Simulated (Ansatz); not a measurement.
`BCC(C)N` + `CNC(C)=O` → `CC(=O)N(C)C` + `BCCN`  (substitution at a C–C bond)

Gas-phase electronic energies from Ansatz, PBE0-D4/def2-TZVP geometries. CCSD(T)/CBS adds triple-zeta CCSD(T) − MP2 to the extrapolated MP2 energy (def2 sets, frozen cores). DFT in def2-TZVPP. B3LYP here is the variant with VWN-RPA as its local correlation; programs differ in this. One conformer a species, not always the lowest.

Problem. Is it downhill or uphill in electronic energy at CCSD(T)/CBS, and by how much? (Best estimate.)

Solution. The calculation gave: Uphill: ΔE = +42.2 kJ/mol.

Problem. What do these levels give: r2SCAN-D4, PBE0-D4, ωB97X-V, B2PLYP, B3LYP, HF/def2-TZVPP, MP2/def2-TZVPP, SCS-MP2/def2-TZVPP, CCSD/def2-TZVPP, HF/def2-QZVPP, HF/CBS(def2), CCSD/CBS(def2)? (Estimate.)

Solution. Ansatz gave: r2SCAN-D4 40.9, PBE0-D4 39.7, ωB97X-V 39.6, B2PLYP 39.6, B3LYP 38.5, HF/def2-TZVPP 42.3, MP2/def2-TZVPP 41.9, SCS-MP2/def2-TZVPP 40.4, CCSD/def2-TZVPP 41.3, HF/def2-QZVPP 42.4, HF/CBS(def2) 42.4, CCSD/CBS(def2) 43.1 kJ/mol.

Largest T1 diagnostic among the species: 0.014.
